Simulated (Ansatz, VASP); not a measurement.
# ZnS: VASP beside Ansatz

File POSCAR:

```
ZnS
1.0
    0.0000000000      2.5821262718      2.5821262718
    2.5821262718      0.0000000000      2.5821262718
    2.5821262718      2.5821262718      0.0000000000
Zn S
1 1
Direct
    0.2500000000      0.2500000000      0.2500000000
    0.0000000000      0.0000000000      0.0000000000
```

INCAR.step1

```
PREC = Accurate ; ENCUT = 520
ISMEAR = 0 ; SIGMA = 0.02
LREAL = F ; LASPH = T
NELM = 60 ; NBANDS = 16
GGA = PE ; ALGO = Normal
EDIFF = 1E-4 ; LWAVE = T
LCHARG = F
```

File INCAR.step2:

```
PREC = Accurate ; ENCUT = 520
EDIFF = 1E-6 ; ISMEAR = 0
SIGMA = 0.02 ; LREAL = F
LASPH = T ; NELM = 60
ALGO = Normal ; ISIF = 2
LWAVE = F ; LCHARG = T
METAGGA = R2SCAN ; LMIXTAU = T
LELF = T ; LVHAR = T
NBANDS = 16 ; ISTART = 1
```

File KPOINTS:

```
Automatic mesh
0
Gamma
  8 8 8
```

Input for Ansatz:

```yaml
crystal:
  lattice:
    - [0.0, 2.5821262718, 2.5821262718]
    - [2.5821262718, 0.0, 2.5821262718]
    - [2.5821262718, 2.5821262718, 0.0]
  atoms:
    - { symbol: Zn, position: [0.25, 0.25, 0.25] }
    - { symbol: S, position: [0.0, 0.0, 0.0] }
basis:
  ecutwfc: 500
kpoints:
  mp_grid: { grid: [8, 8, 8] }
hamiltonian:
  xc: r2scan
scf:
  occupations: { method: gaussian, width: 0.02 }
output:
  forces: true
  stress: true
  eigenvalues: true
```

Alike in both runs: task single point; functional r2SCAN; k mesh 8 × 8 × 8; occupations gaussian, width 0.02 eV; no spin polarisation.

|  | VASP | Ansatz |
| --- | --- | --- |
| version | VASP 6.6.1 | Ansatz 0.2.0 |
| potentials or method | VASP PAW PBE potentials, release 64 (Zn, S) | scalar-relativistic, plane waves, PAW |
| plane-wave cutoff (eV) | 520 | 500 |
| valence electrons in the cell | 18 | 18 |

```csv
,VASP,Ansatz,Ansatz less VASP
gap on the k mesh at the Fermi level (eV),3.33,3.31,-0.024
least direct gap on the mesh (eV),3.33,3.31,-0.024
pressure (GPa),13.4,13.3,-0.10
```

Caveats: the PAW data sets were made with another functional, which shifts forces and pressure a little (VASP). r2SCAN opens gaps a little over a GGA but as a rule still falls short of measured ones. A k mesh can miss the band edges.
